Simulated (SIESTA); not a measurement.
The system is Cu.

```
Cu
1.0
     0.00000    1.80750    1.80750
     1.80750    0.00000    1.80750
     1.80750    1.80750    0.00000
Cu
1
Direct
  0.00000 0.00000 0.00000
```

Base run:

| Quantity | Value |
| --- | --- |
| Program | SIESTA 5.4.2 |
| Functional | PBE |
| Potentials or basis | PseudoDojo 0.4 standard (PBE files) |
| Basis | DZ (energy shift 0.003 Ry; two zetas on semicore shells) |
| Grid cutoff | 800 Ry |
| Energy shift | 0.003 Ry |
| k mesh | 13 × 13 × 13 |
| Occupations | fermi-dirac, width 0.05 eV |
| Spin | no spin polarisation |

Its results: band gap on the k mesh none (metal or under the smearing width); pressure -1.7 GPa.

Problem. The run is repeated on the same cell with these changes: basis from DZ (energy shift 0.003 Ry; two zetas on semicore shells) to DZP (energy shift 0.003 Ry; two zetas on semicore shells). What comes out?

Solution. Band gap on the k mesh none (metal or under the smearing width); pressure 1.1 GPa.

Caveats: short orbitals over semicore shells can move pressures by several GPa; the basis of atomic orbitals isn't converged, which shifts pressures, moduli and gaps; the basis has no polarisation orbitals (some runs).
